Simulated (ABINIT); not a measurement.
Write the native input for ABINIT 10.8.3 (patched build) that does the following.

```yaml
Task: equation of state
Functional: PBE
Potentials_or_basis: JTH PAW PBE v2.0
Cutoff: 327 eV
k_mesh: 9 × 9 × 9
Occupations: fermi-dirac, width 0.05 eV
Spin: no spin polarisation
Fine-grid_cutoff: 653.073 eV
Exchange_and_correlation_inside_the_PAW_spheres: full angular mesh (pawxcdev 0, this build's default; the released program takes 1)
```

Crystal: Pb.

```
CELL_PARAMETERS angstrom
0.00000 2.47502 2.47502
2.47502 0.00000 2.47502
2.47502 2.47502 0.00000
ATOMIC_POSITIONS crystal
Pb 0.00000 0.00000 0.00000
```

The input as run:

run.abi

```
ndtset 7
getwfk -1
scalecart1 3*0.9795861087
scalecart2 3*0.9864848297
scalecart3 3*0.9932883884
scalecart4 3*1.0000000000
scalecart5 3*1.0066227096
scalecart6 3*1.0131594038
scalecart7 3*1.0196128224

pp_dirpath "./"
pseudos "Pb.GGA_PBE-JTH.xml"

acell 3*1.0
rprim
     0.0000000000     4.6771099530     4.6771099530
     4.6771099530     0.0000000000     4.6771099530
     4.6771099530     4.6771099530     0.0000000000
ntypat 1
znucl 82
natom 1
typat 1
xred
     0.0000000000     0.0000000000     0.0000000000

ecut 12.0
pawecutdg 24.0

kptopt 1
ngkpt 9 9 9
nshiftk 1
shiftk 0.0 0.0 0.0

ixc 11

nband 11
occopt 3
tsmear 0.05 eV

nstep 100
tolvrs 1.0e-9

iomode 3
prtwf 1
prtden 0
prteig 0
prtebands 0
enunit 2
```

Potentials or basis: JTH PAW PBE v2.0.

The run is started by

```sh
$ abinit run.abi > log 2>&1
```

It gave:

```
Equilibrium volume                      : 31.82 Å³/atom
Bulk modulus                            : 44 GPa
Pressure derivative of the bulk modulus : 4.2 (rough: it moves with the points fitted)
```

Caveat: the cutoff is too short for stress, so the log's stress isn't used; pressures at fixed basis lie under the slope of the energies.

Run time: 22 s on 1 thread of Intel(R) Xeon(R) 6975P-C (Granite Rapids), with other jobs on the host, peak memory 0.12 GiB.
